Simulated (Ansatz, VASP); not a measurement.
# SiC in VASP and in Ansatz

```
CELL_PARAMETERS angstrom
2.96810 0.00000 0.00000
-1.48405 2.57045 0.00000
0.00000 0.00000 4.87106
ATOMIC_POSITIONS crystal
Si 0.33333 0.66667 0.00456
Si 0.66667 0.33333 0.50456
C 0.33333 0.66667 0.38044
C 0.66667 0.33333 0.88044
```

Change from the starting cell: strain -0.040 along x and y, -0.040 along z, atoms carried along.

Alike in both runs: task single point; functional PBE; k mesh 12 × 12 × 6; occupations gaussian, width 0.05 eV; no spin polarisation.

|  | VASP | Ansatz |
| --- | --- | --- |
| version | VASP 6.6.1 | Ansatz 0.2.0 |
| potentials or method | VASP PAW PBE potentials, release 64 (Si, C) | scalar-relativistic, plane waves, PAW |
| plane-wave cutoff (eV) | 520 | 420 |
| valence electrons in the cell | 16 | 16 |

```csv
,VASP,Ansatz,Ansatz less VASP
gap on the k mesh at the Fermi level (eV),2.07,2.08,+0.005
least direct gap on the mesh (eV),4.18,4.19,+0.006
pressure (GPa),33.1,33.2,+0.13
largest component of the traceless stress (GPa),0.61,0.63,+0.013
rms of the force components (eV/Å),0.015,0.015,-0.0001
```

Atom by atom the forces differ by 0.000 eV/Å (rms over components). With one functional, cell and mesh, what is left measures potentials, basis and numerics.

Caveats: so large a pressure means that the cell lies far from this level's equilibrium, or that cutoff or potentials fall short (VASP). A k mesh can miss the band edges.
